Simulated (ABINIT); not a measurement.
A run of ABINIT 10.8.3 (patched build):

Contents of run.abi:

```
# Pseudopotentials
pp_dirpath "./"
pseudos "Br.upf"

# Structure
acell 7.8234838161 7.8234838161 7.8234838161
rprim
    -0.3400830415     0.3400830415     0.8767479967
     0.3400830415    -0.3400830415     0.8767479967
     0.3400830415     0.3400830415    -0.8767479967
ntypat 1
znucl 35
natom 1
typat 1
xcart
     0.0000000000     0.0000000000     0.0000000000
chkprim 0
chksymtnons 0
tolsym 1.0e-6

# Plane-wave basis
ecut 23.0

# k points
kptopt 1
ngkpt 10 10 10
nshiftk 1
shiftk 0.0 0.0 0.0

# Exchange and correlation
ixc -116133

# Bands and occupations
nband 8
occopt 3
tsmear 0.00183747

# SCF cycle
nstep 100
tolvrs 1.0e-10

# Output
iomode 3
prtwf 0
prtden 0
prteig 0
prtebands 0
```

Potentials or basis: PseudoDojo NC SR PBEsol v0.4.1 standard.

The run is started by

```console
$ abinit run.abi > log 2>&1
```

Hardware: 1 thread of Arm Neoverse V2 (shared host).

Question: Estimate the wall time of this run.

Answer: Run time: 24 s on 1 thread of Arm Neoverse V2 (shared host), peak memory 0.07 GiB. Counts: scf iterations 8, k points 102, bands 8, plane waves 1044.
